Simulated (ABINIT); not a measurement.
A run of ABINIT 10.8.3 (patched build) is set up as follows.

run.abi

```
pp_dirpath "./"
pseudos "Pt.LDA_PW-JTH.xml, Te.LDA_PW-JTH.xml"

acell 7.5778017597 7.5778017598 9.8284655742
rprim
     1.0000000000     0.0000000000     0.0000000000
    -0.5000000000     0.8660254038     0.0000000000
     0.0000000000     0.0000000000     1.0000000000
ntypat 2
znucl 78 52
natom 3
typat 1 2 2
xred
     0.0000000000     0.0000000000     0.0000000000
     0.6666666667     0.3333333333     0.7500000000
     0.3333333333     0.6666666667     0.2500000000
chkprim 0
chksymtnons 0
tolsym 1.0e-6

ecut 16.0
pawecutdg 32.0
pawovlp -1

kptopt 1
ngkpt 8 8 5
nshiftk 1
shiftk 0.0 0.0 0.0

ixc 7

nband 15
occopt 3
tsmear 0.00183747

nstep 100
tolvrs 1.0e-9

iomode 3
prtwf 0
prtden 0
prteig 0
prtebands 0
enunit 2

ionmov 2
ntime 60
tolmxf 0.0002
optcell 2
dilatmx 1.08
ecutsm 0.5
```

Potentials or basis: JTH PAW LDA v2.0.

The run is started by

```sh
$ abinit run.abi > log 2>&1
```

Problem. Predict the space group after relaxing (to 0.05 Å).

Solution. P-3m1 (No. 164).

Problem. Predict the relaxed cell.

Solution. a = 4.029 Å, b = 4.029 Å, c = 5.095 Å, α = 90.00°, β = 90.00°, γ = 120.00°.

Problem. Estimate the band gap on the k mesh.

Solution. None (metal or under the smearing width).

The path:
```csv
step,energy change (eV),largest force (eV/Å),pressure (GPa),volume (Å³)
1,0.0000,0.7873,3.17,72.43
2,-0.0215,0.5685,1.50,73.13
3,-0.0363,0.2543,-0.71,74.04
4,-0.0389,0.1909,-1.00,74.04
5,-0.0480,0.0004,-1.39,73.50
6,-0.0533,0.0745,-0.99,72.66
7,-0.0555,0.0631,-0.28,71.96
8,-0.0561,0.0212,0.05,71.78
9,-0.0566,0.0145,0.25,71.69
10,-0.0573,0.0413,0.36,71.60
11,-0.0579,0.0394,0.27,71.55
12,-0.0581,0.0158,0.09,71.58
13,-0.0581,0.0021,0.01,71.61
```

Spin-orbit coupling is left out, which matters for the levels of Pt, Te. Zero-point motion and thermal expansion aren't in these numbers.
